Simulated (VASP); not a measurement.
# BN (Fm-3m) in VASP: a series of runs, part 2 of 2

VASP 6.6.1. The steps go on from the part before.

### Step 3. Single point, HSE06 (epitaxial_xy strain +2.0%)

POSCAR

```
BN
1.0
    0.0000000000      1.7807424705      1.7056900167
    1.7807424705      0.0000000000      1.7056900167
    1.7807424705      1.7807424705      0.0000000000
B N
1 1
Direct
    0.0000000000      0.0000000000      0.0000000000
    0.5000000000      0.5000000000      0.5000000000
```

INCAR.step1

```
PREC = Accurate
ENCUT = 520
EDIFF = 1E-5
ISMEAR = 0
SIGMA = 0.01
LREAL = F
LASPH = T
NELM = 100
ALGO = Normal
ISIF = 2
LWAVE = T
LCHARG = F
NBANDS = 11
GGA = PE
```

INCAR.step2

```
PREC = Accurate
ENCUT = 520
EDIFF = 1E-6
ISMEAR = 0
SIGMA = 0.01
LREAL = F
LASPH = T
NELM = 100
ALGO = Normal
ISIF = 2
LWAVE = F
LCHARG = F
GGA = PE
LHFCALC = T
HFSCREEN = 0.2079
PRECFOCK = Normal
NBANDS = 11
ISTART = 1
```

KPOINTS

```
regular mesh
0
Gamma
  8 8 8
```

Potentials or basis: VASP PAW PBE potentials, release 64 (B, N).

Launch:

```sh
cat potpaw_PBE.64/B/POTCAR potpaw_PBE.64/N/POTCAR > POTCAR
cp INCAR.step1 INCAR
mpirun -np 1 vasp_std > vasp.out
cp INCAR.step2 INCAR
mpirun -np 1 vasp_std > vasp.out
```

OUTCAR:

```text
PREC = Accurate
   ENCUT = 520
   EDIFF = 1E-6
   ISMEAR = 0
   LREAL = F
   LASPH = T
   NELM = 100
   ISIF = 2
   GGA = PE
   LHFCALC = T
   HFSCREEN = 0.2079
   PRECFOCK = Normal
   ISTART = 1

 ion  position               nearest neighbor table
   1  0.000  0.000  0.000-   2 1.71   2 1.71   2 1.78   2 1.78   2 1.78   2 1.78
   2  0.500  0.500  0.500-   1 1.71   1 1.71   1 1.78   1 1.78   1 1.78   1 1.78

  LATTYP: Found a body centered tetragonal cell.
 ALAT       =     2.5183501529
 C/A-ratio  =     1.3546090997

  Lattice vectors:

 A1 = (   0.0000000000,  -1.7807424705,  -1.7056900167)
 A2 = (   0.0000000000,   1.7807424705,  -1.7056900167)
 A3 = (   1.7807424705,   0.0000000000,   1.7056900167)

Analysis of symmetry for initial positions (statically):
=====================================================================
 Subroutine PRICEL returns:
 Original cell was already a primitive cell.

 Routine SETGRP: Setting up the symmetry group for a
 body centered tetragonal supercell.

 Subroutine GETGRP returns: Found 16 space group operations
 (whereof 16 operations were pure point group operations)
 out of a pool of 16 trial point group operations.

The static configuration has the point symmetry D_4h.

Analysis of symmetry for dynamics (positions and initial velocities):
=====================================================================
 Subroutine PRICEL returns:
 Original cell was already a primitive cell.

 Routine SETGRP: Setting up the symmetry group for a
 body centered tetragonal supercell.

 Subroutine GETGRP returns: Found 16 space group operations
 (whereof 16 operations were pure point group operations)
 out of a pool of 16 trial point group operations.

The dynamic configuration has the point symmetry D_4h.

 Subroutine INISYM returns: Found 16 space group operations
 (whereof 16 operations are pure point group operations),
 and found     1 'primitive' translations

----------------------------------------------------------------------------------------

                                     Primitive cell

  volume of cell :      10.8176

  direct lattice vectors                    reciprocal lattice vectors
     0.000000000  1.780742470  1.705690017    -0.280781757  0.280781757  0.293136499
     1.780742470  0.000000000  1.705690017     0.280781757 -0.280781757  0.293136499
     1.780742470  1.780742470  0.000000000     0.280781757  0.280781757 -0.293136499

  length of vectors
     2.465851208  2.465851208  2.518350153     0.493564380  0.493564380  0.493564380

  position of ions in fractional coordinates (direct lattice)
     0.000000000  0.000000000  0.000000000
     0.500000000  0.500000000  0.500000000

  ion indices of the primitive-cell ions
   primitive index   ion index
                 1           1
                 2           2

----------------------------------------------------------------------------------------
[... 53 lines left out ...]
   number of dos      NEDOS =    301   number of ions     NIONS =      2
   total plane-waves  NPLWV =   6480
   dimension x,y,z NGX =    18 NGY =   18 NGZ =   20
   dimension x,y,z NGXF=    36 NGYF=   36 NGZF=   40
   ions per type =               1   1
   NGX,Y,Z   is equivalent  to a cutoff of  12.14, 12.14, 13.20 a.u.
   NGXF,Y,Z  is equivalent  to a cutoff of  24.27, 24.27, 26.41 a.u.
 SYSTEM =  unknown system
   PREC   = accura    normal or accurate (medium, high low for compatibility)
   ISTART =      1    job   : 0-new  1-cont  2-samecut
   ICHARG =      0    charge: 1-file 2-atom 10-const
   ISPIN  =      1    spin polarized calculation?
   LNONCOLLINEAR =      F non collinear calculations
   LSORBIT =      F    spin-orbit coupling
   LASPH  =      T    aspherical Exc in radial PAW
   ENCUT  =  520.0 eV  38.22 Ry    6.18 a.u.   4.58  4.58  4.68*2*pi/ulx,y,z
   NELM   =    100;   NELMIN=  2; NELMDL=  0     # of ELM steps
   EDIFF  = 0.1E-05   stopping-criterion for ELM
   LREAL  =      F    real-space projection
   EDIFFG = 0.1E-04   stopping-criterion for IOM
   NSW    =      0    number of steps for IOM
   IBRION =     -1    ionic relax: 0-MD 1-quasi-New 2-CG
   NFREE  =      0    steps in history (QN), initial steepest desc. (CG)
   ISIF   =      2    stress and relaxation
   ISYM   =      3    0-nonsym 1-usesym 2-fastsym
   POTIM  = 0.5000    time-step for ionic-motion
   TEBEG  =    0.0;   TEEND  =   0.0 temperature during run
   PSTRESS=    0.0 pullay stress
   NELECT =       8.0000    total number of electrons
   NUPDOWN=      -1.0000    fix difference up-down
   EMIN   =  10.00;   EMAX   =-10.00  energy-range for DOS
   EFERMI =   0.00;   METHOD = LEGACY
   ISMEAR =     0;   SIGMA  =   0.01  broadening in eV -4-tet -1-fermi 0-gaus
   EFERMI_NEDOS =   21; number of points for ismear=-14 and -15
   IALGO  =     38    algorithm
   IMIX   =      1    mixing-type and parameters
     AMIX     =   0.40;   BMIX     =  1.00
     AMIX_MAG =   1.60;   BMIX_MAG =  1.00
  volume/ion in A,a.u.               =       5.41        36.50
  Fermi-wavevector in a.u.,A,eV,Ry     =   1.480451  2.797647 29.820369  2.191735
  Thomas-Fermi vector in A             =   2.594484
   LORBIT       =      0    0 simple, 1 ext, 2 COOP (PROOUT), +10 PAW based schemes
   GGA     = PE    functional components
   LHFCALC =     T    Hartree Fock is set to
   PRECFOCK=normal    Normal, Fast or Accurate (Low or Medium for compatibility)
   ENCUT4O =  -1.0   cutoff for four orbital integrals eV
   NKREDX  =     1    reduce k-point grid by
   NKREDY  =     1    reduce k-point grid by
   NKREDZ  =     1    reduce k-point grid by
   AEXX    =    0.2500 exact exchange contribution
   HFSCREEN=    0.2079 screening length (either q_TF or 0.3 A-1)
   HFSCREENC=   0.2079 screening length for correlation (either q_TF or 0.3 A-1)
   ENCUTFOCK=  -1.0 apply spherical cutoff to Coloumb kernel
   IVDW    =     0    specifies the selected vdW correction
   LEPSILON=     F    determine dielectric tensor
   LRPA    =     F    only Hartree local field effects (RPA)
 non-spin polarized calculation
 Gauss-broadening in eV      SIGMA  =   0.01
  energy-cutoff  :      520.00
  volume of cell :       10.82
 maximum number of plane-waves:       302
  NGX = 14; NGY = 14; NGZ = 16

 number of electron       8.0000000 magnetization

 Free energy of the ion-electron system (eV)
  ---------------------------------------------------
  ext. energy  EPLUGINS =         0.00000000
  ---------------------------------------------------
  free energy    TOTEN  =       -16.56337574 eV

  energy without entropy =      -16.56337574  energy(sigma->0) =      -16.56337574

 E-fermi :   9.7800     XC(G=0): -11.1316

 val. band max:        9.5778696568   @ k =  -0.1250   0.1250   0.0000
 cond. band min:      11.0041310849   @ k =   0.5000   0.5000   0.0000
 fundamental gap:      1.4262614281
 Fermi energy:         9.7800450037

 k-point     1 :       0.0000    0.0000    0.0000
  band No.  band energies     occupation
      1     -14.8570      2.00000
      2       7.8123      2.00000
      3       8.9308      2.00000
      4       8.9308      2.00000
      5      20.1096      0.00000
      6      22.7016      0.00000
      7      22.7016      0.00000
      8      25.1921      0.00000
      9      29.3272      0.00000
     10      29.3272      0.00000
     11      30.0085      0.00000
[... 309 lines left out ...]
 k-point    24 :       0.3750    0.0000    0.1250
  band No.  band energies     occupation
      1     -11.3057      2.00000
      2      -0.0382      2.00000
      3       6.9308      2.00000
      4       7.5872      2.00000
      5      15.5197      0.00000
      6      19.5932      0.00000
      7      21.0997      0.00000
      8      25.3183      0.00000
      9      28.6998      0.00000
     10      37.5355      0.00000
     11      39.9405      0.00000

 [... further k-points ...]

------------------------ aborting loop because EDIFF is reached ----------------------------------------

  FORCE on cell =-STRESS in cart. coord.  units (eV):
  Direction    XX          YY          ZZ          XY          YZ          ZX
  --------------------------------------------------------------------------------------
  -------------------------------------------------------------------------------------
  Total       -1.0805784     -1.0805784     -0.5334296      0.0000000      0.0000000     -0.0000000
  in kB     -160.0422123   -160.0422123    -79.0051368      0.0000000      0.0000000     -0.0000000
  external PRESSURE =    -133.0298538 kB  Pullay stress =       0.0000000 kB

 VOLUME and BASIS-vectors are now :
 -----------------------------------------------------------------------------
  energy-cutoff  :      520.00
  volume of cell :       10.82
      direct lattice vectors                 reciprocal lattice vectors
     0.000000000  1.780742470  1.705690017    -0.280781757  0.280781757  0.293136499
     1.780742470  0.000000000  1.705690017     0.280781757 -0.280781757  0.293136499
     1.780742470  1.780742470  0.000000000     0.280781757  0.280781757 -0.293136499

 POSITION                                       TOTAL-FORCE (eV/Angst)
 -----------------------------------------------------------------------------------
      0.00000      0.00000      0.00000         0.000000      0.000000      0.000000
      1.78074      1.78074      1.70569         0.000000      0.000000     -0.000000
 -----------------------------------------------------------------------------------
    total drift:                               -0.000001     -0.000001     -0.000017

  FREE ENERGIE OF THE ION-ELECTRON SYSTEM (eV)
  ---------------------------------------------------
  free  energy   TOTEN  =       -16.5633757398 eV

  energy  without entropy=      -16.5633757398  energy(sigma->0) =      -16.56337574
```

OUTCAR.step1:

```text
PREC = Accurate
   ENCUT = 520
   EDIFF = 1E-5
   ISMEAR = 0
   LREAL = F
   LASPH = T
[... 558 lines left out ...]
 -----------------------------------------------------------------------------------
      0.00000      0.00000      0.00000         0.000000     -0.000000      0.000000
      1.78074      1.78074      1.70569        -0.000000      0.000000     -0.000000
 -----------------------------------------------------------------------------------
    total drift:                               -0.000000     -0.000000     -0.000000

  FREE ENERGIE OF THE ION-ELECTRON SYSTEM (eV)
  ---------------------------------------------------
  free  energy   TOTEN  =       -13.9339439981 eV

  energy  without entropy=      -13.9339439981  energy(sigma->0) =      -13.93394400
```

Wall time 19 min (1 thread of Intel Xeon Platinum 8488C (Sapphire Rapids), shared host); peak memory 0.22 GiB.

What came out:

| Property | Result |
| --- | --- |
| Free energy | -16.5634 eV |
| Pressure | -13.3 GPa |
| Band gap on the k mesh | 1.43 eV, indirect (least direct gap 6.70 eV) |

Caveat: the PAW data sets were made with another functional, which shifts forces and pressure a little.
